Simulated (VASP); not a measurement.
Consider the following.

```
Li3N
1.0
    1.80605    -3.12816     0.00000
    1.80605     3.12816     0.00000
    0.00000     0.00000     3.84757
Li N
3 1
Cartesian
  1.80605   1.04272   0.00000
  1.80605  -1.04272   0.00000
  0.00000   0.00000   1.92379
  0.00000   0.20000   0.00000
```

Computed with PBEsol GGA, VASP's PBE PAW potentials (set 64) (plane waves; VASP). Run with 600 eV cut-off, 6×6×6 Γ-centred mesh, Gaussian smearing of 0.050 eV, potentials Li_sv N.

**Question.** Give the force on each atom (eV/Å).

**Answer.** 
```json
[
 {"atom": "Li1", "Fx": "0.000", "Fy": "0.299", "Fz": "0.000"},
 {"atom": "Li2", "Fx": "0.000", "Fy": "0.654", "Fz": "0.000"},
 {"atom": "Li3", "Fx": "0.000", "Fy": "0.158", "Fz": "0.000"},
 {"atom": "N4", "Fx": "0.000", "Fy": "-1.111", "Fz": "0.000"}
]
```

**Question.** Give the stress tensor in GPa (positive for a compressed cell).

**Answer.** 
```
 0.73   0.00   0.00
 0.00   2.57   0.00
 0.00   0.00  -0.68
```
The pressure is its mean diagonal, 0.87 GPa.

The compound is Li3N in the alpha structure. This cell was strained or had an atom moved on purpose.
